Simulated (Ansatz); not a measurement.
Relaxed bulk NbC:

```cif
data_structure
_symmetry_space_group_name_H-M 'P 1'
_symmetry_Int_Tables_number 1
_cell_length_a 3.1465
_cell_length_b 3.1465
_cell_length_c 3.1465
_cell_angle_alpha 60.000
_cell_angle_beta 60.000
_cell_angle_gamma 60.000
_cell_volume 22.03
loop_
_atom_site_label
_atom_site_type_symbol
_atom_site_fract_x
_atom_site_fract_y
_atom_site_fract_z
_atom_site_occupancy
Nb1 Nb 0.00000 0.00000 0.00000 1
C1 C 0.50000 0.50000 0.50000 1
```

Miller indices refer to the conventional cell of Fm-3m (No. 225), a = 4.450 Å, b = 4.450 Å, c = 4.450 Å, α = 90.00°, β = 90.00°, γ = 90.00°.

Consider the (111) slab of 11 planes, 12.8 Å thick with 15 Å of vacuum as cut; outer planes C (top) and C (bottom), all atoms relaxed.

Level of theory: DFT PBEsol, scalar-relativistic, plane waves, PAW in Ansatz 0.2.0. Plane waves to 420 eV, a k mesh through Γ of 12×12×1 on the computed 11-atom cell and Gaussian smearing (0.10 eV); no spin polarisation. The cell repeats along c with a dipole correction in the vacuum.

The slab isn't stoichiometric (Nb5C6), so its surface energy depends on the chemical potentials; it is given with the excess atoms taken from the element's standard state, a limit at which the compound may itself be unstable, so the figure can be too low.

Q: Give the surface energy with the excess atoms taken from the elements.

A: 5.93 J/m².

Q: Give the work function.

A: 7.05 eV.

Q: The top two planes lie 1.285 Å apart in the bulk. How does relaxation change this?

A: The spacing becomes 1.013 Å (-21.2 %).